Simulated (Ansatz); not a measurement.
NiGe (Pnma), symmetry broken, then relaxed

Level of theory: Ansatz 0.2.0, DFT PBEsol, scalar-relativistic, plane waves, PAW. The runs took a 420 eV cutoff, a Γ-centred 6×10×6 mesh and Gaussian smearing (0.15 eV). No spin polarisation. A magnetic state may lie lower. Energies are free energies at this smearing, counted from the undisturbed cell; pressure is positive in compression.

Reference structure (relaxed at this level):

```
CELL_PARAMETERS angstrom
5.31079 0.00000 0.00000
0.00000 3.44002 0.00000
0.00000 0.00000 5.73926
ATOMIC_POSITIONS crystal
Ni 0.99299 0.75000 0.18887
Ni 0.00701 0.25000 0.81113
Ni 0.50701 0.25000 0.68887
Ni 0.49299 0.75000 0.31113
Ge 0.81164 0.75000 0.58840
Ge 0.18836 0.25000 0.41160
Ge 0.68836 0.25000 0.08840
Ge 0.31164 0.75000 0.91160
```

The atoms are displaced (Å, in the unstrained cell):

| atom | ux | uy | uz |
| --- | --- | --- | --- |
| Ni1 | 0.240 | 0.161 | -0.102 |
| Ni2 | -0.059 | 0.107 | 0.162 |
| Ni3 | 0.279 | -0.066 | -0.070 |
| Ni4 | -0.057 | -0.209 | 0.157 |
| Ge5 | -0.198 | 0.072 | -0.082 |
| Ge6 | -0.192 | 0.045 | -0.031 |
| Ge7 | -0.097 | -0.034 | -0.184 |
| Ge8 | 0.084 | -0.077 | 0.150 |

Cell and atoms are then relaxed.

**Question.** Does the relaxation return to the undisturbed structure?

**Answer.** Yes (up to a choice of domain or origin): same space group and volume, and an energy -0.1 meV/atom from it. The disturbance itself cost 351.6 meV/atom. The final space group reads Pnma (tolerance 0.05 Å) and the volume changes by 0.00 %.

Final structure:

```
Ni Ge
1.0
     5.33934    0.00000    0.00005
     0.00000    3.42694   -0.00001
     0.00005   -0.00001    5.73064
Ni Ge
4 4
Direct
  0.99293 0.74999 0.18846
  0.00707 0.25000 0.81154
  0.50708 0.25000 0.68846
  0.49292 0.75000 0.31154
  0.81151 0.75001 0.58779
  0.18848 0.25000 0.41221
  0.68848 0.25000 0.08779
  0.31152 0.75000 0.91221
```

The relaxation, step by step (energy from the first step; small jumps at an unchanged geometry come where the plane waves are selected anew for the new cell):

```csv
step,ΔE (meV/atom),largest force component (eV/Å),pressure (GPa)
1,0.0,5.066,13.15
2,-251.7,2.220,2.25
3,-351.3,0.107,0.49
4,-351.7,0.033,-0.05
5,-351.7,0.004,-0.02
6,-351.7,0.004,-0.03
```

Frames along the relaxation (Å, eV/Å):

```xyz
8
Lattice="5.311 0.000 0.000 0.000 3.440 0.000 0.000 0.000 5.739" Properties=species:S:1:pos:R:3:forces:R:3 pbc="T T T" step=1
Ni    5.513    2.741    0.982   -3.714   -0.786    1.568
Ni   -0.022    0.967    4.817    1.766   -0.098   -1.987
Ni    2.972    0.794    3.884   -4.412    1.840    0.581
Ni    2.561    2.371    1.943   -1.175    0.709   -2.550
Ge    4.112    2.652    3.295    5.066   -1.884    0.824
Ge    0.809    0.905    2.331    1.175    0.353    1.578
Ge    3.559    0.826    0.323   -0.029   -0.301    2.834
Ge    1.739    2.503    5.382    1.322    0.167   -2.848
8
Lattice="5.388 -0.017 -0.047 -0.011 3.442 0.018 -0.050 0.030 5.698" Properties=species:S:1:pos:R:3:forces:R:3 pbc="T T T" step=2
Ni    5.475    2.678    0.995   -1.612   -0.594    0.547
Ni   -0.053    0.954    4.735    0.803   -0.199   -1.191
Ni    2.870    0.840    3.859   -2.220    0.237    0.016
Ni    2.589    2.445    1.835   -0.147    0.674   -1.124
Ge    4.240    2.627    3.280    1.982   -0.375    0.464
Ge    0.895    0.891    2.365    0.760    0.090    0.700
Ge    3.639    0.829    0.366    0.110   -0.119    1.625
Ge    1.653    2.558    5.242    0.324    0.286   -1.036
8
Lattice="5.356 0.001 0.002 0.000 3.399 -0.005 0.003 -0.009 5.747" Properties=species:S:1:pos:R:3:forces:R:3 pbc="T T T" step=3
Ni    5.324    2.548    1.081   -0.028   -0.005    0.035
Ni    0.036    0.844    4.661    0.016   -0.001   -0.027
Ni    2.714    0.839    3.956   -0.011    0.034    0.029
Ni    2.647    2.548    1.788   -0.031   -0.009   -0.040
Ge    4.337    2.545    3.370    0.107   -0.024   -0.003
Ge    1.018    0.848    2.375   -0.064    0.002    0.006
Ge    3.696    0.848    0.498   -0.067    0.005    0.001
Ge    1.663    2.542    5.246    0.078   -0.002   -0.002
8
Lattice="5.340 0.000 0.000 0.000 3.427 0.000 0.000 -0.001 5.727" Properties=species:S:1:pos:R:3:forces:R:3 pbc="T T T" step=4
Ni    5.301    2.570    1.074    0.008    0.001    0.021
Ni    0.038    0.856    4.653   -0.008    0.000   -0.020
Ni    2.709    0.856    3.938   -0.007    0.000    0.021
Ni    2.631    2.570    1.789    0.008   -0.001   -0.021
Ge    4.339    2.570    3.368   -0.033    0.000   -0.014
Ge    1.001    0.856    2.358    0.032    0.000    0.012
Ge    3.672    0.857    0.505    0.032   -0.001   -0.013
Ge    1.668    2.570    5.222   -0.033    0.000    0.013
8
Lattice="5.339 0.000 0.000 0.000 3.427 0.000 0.000 0.000 5.731" Properties=species:S:1:pos:R:3:forces:R:3 pbc="T T T" step=5
Ni    5.302    2.570    1.080    0.003    0.000    0.000
Ni    0.038    0.857    4.651   -0.003    0.000    0.000
Ni    2.708    0.857    3.945   -0.004    0.000    0.000
Ni    2.632    2.570    1.785    0.004    0.000    0.000
Ge    4.333    2.570    3.368   -0.003    0.000    0.001
Ge    1.006    0.857    2.362    0.003    0.000   -0.001
Ge    3.676    0.857    0.503    0.003    0.000    0.001
Ge    1.663    2.570    5.228   -0.003    0.000   -0.001
8
Lattice="5.339 0.000 0.000 0.000 3.427 0.000 0.000 0.000 5.731" Properties=species:S:1:pos:R:3:forces:R:3 pbc="T T T" step=6
Ni    5.302    2.570    1.080    0.003    0.000    0.000
Ni    0.038    0.857    4.651   -0.003    0.000    0.000
Ni    2.708    0.857    3.945   -0.004    0.000    0.000
Ni    2.632    2.570    1.785    0.004    0.000    0.000
Ge    4.333    2.570    3.368   -0.003    0.000    0.001
Ge    1.006    0.857    2.362    0.003    0.000   -0.001
Ge    3.676    0.857    0.503    0.003    0.000    0.001
Ge    1.663    2.570    5.228   -0.003    0.000   -0.001
```

Cost: 3 runs of about 13 core-minutes in all, on Intel Xeon 6975P-C (Granite Rapids) (shared hosts).